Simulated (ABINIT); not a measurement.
## TaN in ABINIT: the effect of functional

TaN:

```xyz
2
Lattice="0.0000 2.2113 2.2113 2.2113 0.0000 2.2113 2.2113 2.2113 0.0000" Properties=species:S:1:pos:R:3 pbc="T T T"
Ta    2.2113    2.2113    2.2113
N     0.0000    0.0000    0.0000
```

The cell comes from a database or a generator and needn't be the stable form of this composition.

Alike in all runs:

```yaml
Program: ABINIT 10.8.3 (patched build)
Task: single point
Potentials_or_basis: JTH PAW PBE v2.0
Cutoff: 844 eV
k_mesh: 10 × 10 × 10
Occupations: fermi-dirac, width 0.05 eV
Spin: no spin polarisation
```

| functional | pressure (GPa) |
| --- | --- |
| LDA | -16.8 |
| PBEsol | -10.5 |
| RPBE | 2.9 |
| BLYP | 10.0 |
| AM05 | -12.3 |
| r2SCAN | ? |
| SCAN | -8.1 |
| revPBE | 1.7 |
| PW91 | -1.5 |
| WC | -9.0 |

Problem. What does the run with functional r2SCAN give?

Solution. Pressure -3.9 GPa.

Caveats: the highest band is partly filled, so the run has too few bands; the PAW data sets were made with another functional, which shifts forces and pressure a little.

Runs at the PBE level aren't shown here.
